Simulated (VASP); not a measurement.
AlN in VASP 6.6.1, single-point calculation

INCAR

```
SIGMA = 0.01
ENCUT = 520
EDIFF = 1E-7
NBANDS = 11
ISYM = 1
NELM = 120
IBRION = -1
LASPH = .TRUE.
LWAVE = .FALSE.
LREAL = .FALSE.
PREC = Accurate
METAGGA = R2SCAN
ISMEAR = 0
NSW = 0
LCHARG = .FALSE.
ALGO = Normal
ISIF = 2
```

KPOINTS

```
KPOINTS created by Atomic Simulation Environment
0
Gamma
10 10 10
0 0 0
```

POSCAR

```
Al N
 1.0000000000000000
     0.0000000000000000    2.0188684536385382    2.0188684536385382
     2.0188684536385382    0.0000000000000000    2.0188684536385382
     2.0188684536385382    2.0188684536385382    0.0000000000000000
 Al  N
   1   1
Cartesian
 -0.0000000000000000 -0.0000000000000000  0.0000000000000000
  2.0188684536385382  2.0188684536385382  2.0188684536385382
```

The recommended PBE PAW datasets give the neutral cell 8 valence electrons.

Command

```
mpirun -np 1 vasp_std
```

OSZICAR

```
N       E                     dE             d eps       ncg     rms          rms(c)
DAV:   1     0.672421811773E+01    0.67242E+01   -0.41344E+03  1050   0.642E+02
DAV:   2    -0.217323222390E+02   -0.28457E+02   -0.27269E+02  1263   0.149E+02
DAV:   3    -0.225534371899E+02   -0.82111E+00   -0.81948E+00  1251   0.232E+01
DAV:   4    -0.225569427961E+02   -0.35056E-02   -0.35054E-02  1178   0.162E+00
DAV:   5    -0.225569754233E+02   -0.32627E-04   -0.32627E-04  1217   0.152E-01    0.791E+00
DAV:   6    -0.188228779132E+02    0.37341E+01   -0.54544E+00  1118   0.125E+01    0.352E+00
DAV:   7    -0.188783232128E+02   -0.55445E-01   -0.39307E-01  1169   0.443E+00    0.205E+00
DAV:   8    -0.188970821699E+02   -0.18759E-01   -0.38439E-02  1097   0.149E+00    0.295E-01
DAV:   9    -0.188967749557E+02    0.30721E-03   -0.18984E-03  1196   0.282E-01    0.114E-01
DAV:  10    -0.188969209962E+02   -0.14604E-03   -0.26998E-04  1145   0.132E-01    0.638E-02
DAV:  11    -0.188969264077E+02   -0.54116E-05   -0.51958E-05  1217   0.415E-02    0.128E-02
DAV:  12    -0.188969265527E+02   -0.14499E-06   -0.22262E-06  1139   0.125E-02    0.252E-03
DAV:  13    -0.188969263532E+02    0.19952E-06   -0.50600E-07  1190   0.414E-03    0.123E-03
DAV:  14    -0.188969263107E+02    0.42485E-07   -0.36981E-08   586   0.145E-03
   1 F= -.18896926E+02 E0= -.18896926E+02  d E =-.362610E-42
```

From OUTCAR

```
k-points           NKPTS =     47   k-points in BZ     NKDIM =     47   number of bands    NBANDS=     11

   NELECT =       8.0000    total number of electrons

   dimension x,y,z NGX =    24 NGY =   24 NGZ =   24
   dimension x,y,z NGXF=    48 NGYF=   48 NGZF=   48

  energy-cutoff  :      520.00
  volume of cell :       16.46
      direct lattice vectors                 reciprocal lattice vectors
     0.000000000  2.018868454  2.018868454    -0.247663486  0.247663486  0.247663486
     2.018868454  0.000000000  2.018868454     0.247663486 -0.247663486  0.247663486
     2.018868454  2.018868454  0.000000000     0.247663486  0.247663486 -0.247663486

 k-points in reciprocal lattice and weights: KPOINTS created by Atomic Simulation Env
   0.00000000  0.00000000  0.00000000       0.001
   0.10000000  0.00000000  0.00000000       0.008
   0.20000000  0.00000000  0.00000000       0.008
   0.30000000  0.00000000  0.00000000       0.008
   0.40000000  0.00000000  0.00000000       0.008
   0.50000000  0.00000000  0.00000000       0.004
   0.10000000  0.10000000  0.00000000       0.006
   0.20000000  0.10000000  0.00000000       0.024
   ...

 E-fermi :   9.9199

 k-point     1 :       0.0000    0.0000    0.0000
  band No.  band energies     occupation
      1      -8.6122      2.00000
      2       9.8267      2.00000
      3       9.8267      2.00000
      4       9.8268      2.00000
      5      16.4056      0.00000
      6      22.7524      0.00000
      7      22.7524      0.00000
      8      22.7524      0.00000
      9      28.4352      0.00000
     10      28.4352      0.00000
     11      28.5522      0.00000

 k-point     2 :       0.1000    0.0000    0.0000
  band No.  band energies     occupation
      1      -8.4026      2.00000
      2       8.7964      2.00000
      3       9.6952      2.00000
      4       9.6952      2.00000
      5      17.0354      0.00000
      6      21.9300      0.00000
      7      23.0782      0.00000
      8      23.0782      0.00000
      9      27.0766      0.00000
     10      27.0766      0.00000
     11      29.6256      0.00000

 k-point     3 :       0.2000    0.0000    0.0000
  band No.  band energies     occupation
      1      -7.7954      2.00000
      2       6.5934      2.00000
      3       9.3749      2.00000
      4       9.3749      2.00000
      5      17.6586      0.00000
      6      21.5708      0.00000
      7      23.3492      0.00000
      8      23.3492      0.00000
      9      26.4793      0.00000
     10      26.4793      0.00000
     11      28.9730      0.00000

 k-point     4 :       0.3000    0.0000    0.0000
  band No.  band energies     occupation
      1      -6.8718      2.00000
      2       4.1974      2.00000
      3       9.0194      2.00000
      4       9.0194      2.00000
      5      17.3369      0.00000
      6      22.6694      0.00000
      7      22.6694      0.00000
      8      22.7123      0.00000
      9      28.0264      0.00000
     10      28.0264      0.00000
     11      28.0921      0.00000

 k-point     5 :       0.4000    0.0000    0.0000
  band No.  band energies     occupation
      1      -5.8637      2.00000
      2       2.2079      2.00000
      3       8.7578      2.00000
      4       8.7578      2.00000
      5      16.9178      0.00000
      6      22.0071      0.00000
      7      22.0072      0.00000
      8      24.0139      0.00000
      9      27.5080      0.00000
     10      30.4138      0.00000
     11      30.4138      0.00000

 ...

  Total       -0.0833285     -0.0833285     -0.0833285      0.0000000      0.0000000      0.0000000
  in kB       -8.1124106     -8.1124106     -8.1124106      0.0000000      0.0000000      0.0000000
  external PRESSURE =      -8.1124106 kB  Pullay stress =       0.0000000 kB

 POSITION                                       TOTAL-FORCE (eV/Angst)
 -----------------------------------------------------------------------------------
      0.00000      0.00000      0.00000         0.000000      0.000000      0.000000
      2.01887      2.01887      2.01887        -0.000000     -0.000000     -0.000000
 -----------------------------------------------------------------------------------
    total drift:                               -0.000000     -0.000000      0.000000

  FREE ENERGIE OF THE ION-ELECTRON SYSTEM (eV)
  ---------------------------------------------------
  free  energy   TOTEN  =       -18.8969263107 eV

  energy  without entropy=      -18.8969263107  energy(sigma->0) =      -18.89692631
```

It converged. Results: gap between bands v and c on the k mesh 5.53 eV; least direct gap on the k mesh 6.58 eV; pressure -0.8 GPa. Band v is the last that the valence electrons fill when counted band by band, and c is the next.

For comparison, a separate r²SCAN run of the intended cell, on usual settings and not on those above, gives a gap of 5.53 eV on its mesh and a pressure of -0.8 GPa.

The run above took about 26 s on one core of a shared host (Intel Xeon Platinum 8488C) and held 0.14 GiB at most.
